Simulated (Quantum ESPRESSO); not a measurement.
MnO2:

```
Mn O
1.0
     1.41785    0.81859    4.28669
    -1.41785    0.81859    4.28669
     0.00000   -1.63719    4.28669
Mn O
1 2
Direct
  0.00000 0.00000 0.00000
  0.25200 0.25200 0.25200
  0.74800 0.74800 0.74800
```

The cell was built by a generator and needn't be a form met in nature.

Base run:

- Program: Quantum ESPRESSO 7.5
- Functional: PBEsol
- Potentials or basis: PseudoDojo 0.4.1 SR PBE standard
- Cutoff: 1306 eV
- Density cutoff: 5225 eV
- k mesh: 8 × 8 × 8
- Occupations: gaussian, width 0.05 eV
- Spin: collinear spin, ferromagnetic start
- Starting moments: [3.0, 0.0, 0.0] μB
- Hubbard terms: Mn d U = 7 eV

Its results: band gap on the k mesh 0.62 eV, indirect (least direct gap 0.88 eV); pressure 8.0 GPa; net moment 3.00 μB per cell; site moments Mn +3.15; O -0.31 μB; largest force 1.024 eV/Å.

**Question.** The run is repeated on the same cell with these changes: functional from PBEsol to PW91. What comes out?

**Answer.** Band gap on the k mesh 0.61 eV, indirect (least direct gap 0.90 eV); pressure 15.3 GPa; net moment 3.00 μB per cell; site moments Mn +3.17; O -0.31 μB; largest force 0.765 eV/Å.

PW91 binds less tightly than PBEsol, so the same cell stands under more pressure.

Caveats: the potentials were made for another functional, which shifts forces and pressure; a cell with one magnetic atom can't hold antiferromagnetic order, which such compounds often take.

A k mesh can miss the band edges.
